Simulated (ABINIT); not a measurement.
A calculation with ABINIT 10.8.3 (patched build) of Si (native input, structure typed inline):

File run.abi:

```
# Pseudopotentials
pp_dirpath "./"
pseudos "Si.GGA_PBE-JTH.xml"

# Structure
acell 5.2252327481 4.3596187561 5.0169534906
rprim
    -0.1379750586     0.6872502533     0.7131970083
     0.7351937325     0.0116773527     0.6777564571
     0.7414927555     0.6645571296    -0.0924787278
ntypat 1
znucl 14
natom 1
typat 1
xred
     0.0000000000     0.0000000000     0.0000000000
chkprim 0
chksymtnons 0
tolsym 1.0e-6

# Plane-wave basis
ecut 15.0
pawecutdg 30.0
pawxcdev 0

# k points
kptopt 1
ngkpt 10 14 11
nshiftk 1
shiftk 0.0 0.0 0.0

# Exchange and correlation
ixc 11

# Bands and occupations
nband 6
occopt 3
tsmear 0.00183747

# SCF cycle
nstep 100
tolvrs 1.0e-9

# Output
iomode 3
prtwf 0
prtden 0
prteig 0
prtebands 0
enunit 1
```

Potentials or basis: JTH PAW PBE v2.0.

Launch:

```sh
$ abinit run.abi > log 2>&1
```

This isn't the form of Si at room conditions, which is diamond.

Write the same calculation in another form: ASE script, structure typed inline.

As run:

File run.py:

```python
import json, os
import numpy as np
from ase.units import GPa
from ase.calculators.abinit import Abinit, AbinitProfile
from ase import Atoms

atoms = Atoms(['Si'],
              cell=[[-0.38151126, 1.90029787, 1.97204257], [1.69609995, 0.02693978, 1.56359153], [1.96855757, 1.76430445, -0.24551784]],
              scaled_positions=[[0.0, 0.0, 0.0]],
              pbc=True)

profile = AbinitProfile(command='abinit', pp_paths=[os.path.abspath('pseudos')])
params = dict(
    pps='pawxml', xc='PBE',
    chksymtnons=0,
    tolsym=1e-06,
    ecut=408.1708,
    pawecutdg=816.3416,
    pawxcdev=0,
    kptopt=1,
    ngkpt=[10, 14, 11],
    nshiftk=1,
    shiftk=[0.0, 0.0, 0.0],
    ixc=11,
    nband=6,
    occopt=3,
    tsmear=0.05,
    nstep=100,
    tolvrs=1e-09,
    prtwf=0,
    prtden=0,
)

atoms.calc = Abinit(profile=profile, directory='run', **params)
energy = atoms.get_potential_energy()
forces = atoms.get_forces()
stress = atoms.get_stress()
print(f'energy {energy:.6f} eV')
print('forces (eV/A)')
print(np.round(forces, 5))
print('stress (GPa, Voigt, tension positive)', np.round(stress / GPa, 4))
json.dump(dict(energy=energy, forces=forces.tolist(), stress=stress.tolist(), cell=atoms.cell.tolist(), frac=atoms.get_scaled_positions(wrap=False).tolist()), open('results.json', 'w'))
```

Potentials or basis: JTH PAW PBE v2.0.

Run with:

```bash
$ python run.py
```

Both were run:

|  | native input, structure typed inline | ASE script, structure typed inline |
| --- | --- | --- |
| Pressure | 15.2 GPa | 15.2 GPa |
| Band gap on the k mesh | none (metal or under the smearing width) | none (metal or under the smearing width) |
| Valence electrons inside the program's atomic spheres | Si 1.55 (radii [1.0104] Å) | Si 1.55 (radii [1.0104] Å) |

Keys that steer only the numerical path or the files written may differ.

Caveat: so large a pressure means that the cell lies far from this level's equilibrium, or that cutoff or potentials fall short.
